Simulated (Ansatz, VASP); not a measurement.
Se in VASP and in Ansatz

Contents of INCAR:

```
ALGO = Normal
EDIFF = 1E-6
ENCUT = 520
GGA = RP
ISIF = 2
ISMEAR = -1
LASPH = True
LCHARG = True
LELF = True
LREAL = False
LVHAR = True
LWAVE = False
NBANDS = 13
NELM = 80
PREC = Accurate
SIGMA = 0.1
```

File KPOINTS:

```
k-points
0
Gamma
  10 10 10
```

The input POSCAR:

```
Se
1.0
    0.0000000000      3.2068561152      3.2068561152
    3.2068561152      0.0000000000      3.2068561152
    3.2068561152      3.2068561152      0.0000000000
Se
2
Direct
    0.1250000000      0.1250000000      0.1250000000
    0.8750000000      0.8750000000      0.8750000000
```

Input for Ansatz:

```yaml
crystal:
  lattice:
    - [0.0, 3.2068561152, 3.2068561152]
    - [3.2068561152, 0.0, 3.2068561152]
    - [3.2068561152, 3.2068561152, 0.0]
  atoms:
    - { symbol: Se, position: [0.125, 0.125, 0.125] }
    - { symbol: Se, position: [0.875, 0.875, 0.875] }
hamiltonian:
  xc: rpbe
  pseudopotentials:
    kind: paw
    azcp:
      Se: "pseudopotentials/Se.paw.azcp"
basis:
  ecutwfc: 420
  fft_grid_basis: typed
kpoints:
  mp_grid: { grid: [10, 10, 10], shift: [0, 0, 0] }
magnetization:
  spin_polarized: false
scf:
  occupations: { method: fermi_dirac, width: 0.1 }
  lower_state_search: "off"
output:
  stress: true
```

Alike in both runs: task single point; functional RPBE; k mesh 10 × 10 × 10; occupations fermi-dirac, width 0.1 eV; no spin polarisation.

|  | VASP | Ansatz |
| --- | --- | --- |
| version | VASP 6.6.1 | Ansatz 0.2.0 |
| potentials or method | VASP PAW PBE potentials, release 64 (Se) | plane waves (420 eV) with PAW, scalar-relativistic |
| plane-wave cutoff (eV) | 520 | 420 |
| valence electrons in the cell | 12 | 32 |

```csv
,VASP,Ansatz,Ansatz less VASP
pressure (GPa),0.0,0.0,0.00
```

The two sets of potentials don't hold the same shells in valence.

Caveats: the PAW data sets were made with another functional, which shifts forces and pressure a little (VASP).
